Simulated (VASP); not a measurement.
A run of VASP 6.6.1 is set up as follows.

INCAR

```
SYSTEM = Mo
  PREC = Accurate
  ENCUT = 600
  EDIFF = 1E-7
  ISMEAR = 0
  SIGMA = 0.1
  LREAL = .False.
  LASPH = .True.
  NELM = 80
  ALGO = Normal
  ISIF = 3
  LWAVE = .False.
  LCHARG = .False.
  METAGGA = R2SCAN
  LMIXTAU = .True.
  IBRION = 2
  NSW = 80
  EDIFFG = -0.004
```

The input KPOINTS:

```
regular mesh
0
Gamma
  18 18 18
  0 0 0
```

Contents of POSCAR:

```
Mo
1.0
   -1.5734150000      1.5734150000      1.5734150000
    1.5734150000     -1.5734150000      1.5734150000
    1.5734150000      1.5734150000     -1.5734150000
Mo
1
Direct
    0.0000000000      0.0000000000      0.0000000000
```

Potentials or basis: VASP PAW PBE potentials, release 64 (Mo_sv).

The run is started by

```bash
$ cat potpaw_PBE.64/Mo_sv/POTCAR > POTCAR
$ mpirun -np 1 vasp_std > vasp.out
```

**Question.** Predict the relaxed volume.

**Answer.** 15.70 Å³/atom.

**Question.** Predict the space group after relaxing (to 0.05 Å).

**Answer.** Im-3m (No. 229).

**Question.** What does it give for the band gap on the k mesh?

**Answer.** None (metal or under the smearing width).

Final structure:
```
Mo
1.0
    -1.57733    1.57733    1.57733
     1.57733   -1.57733    1.57733
     1.57733    1.57733   -1.57733
Mo
1
Direct
  0.00000 0.00000 0.00000
```

Caveat: the PAW data sets were made with another functional, which shifts forces and pressure a little. Zero-point motion and thermal expansion aren't in these numbers.
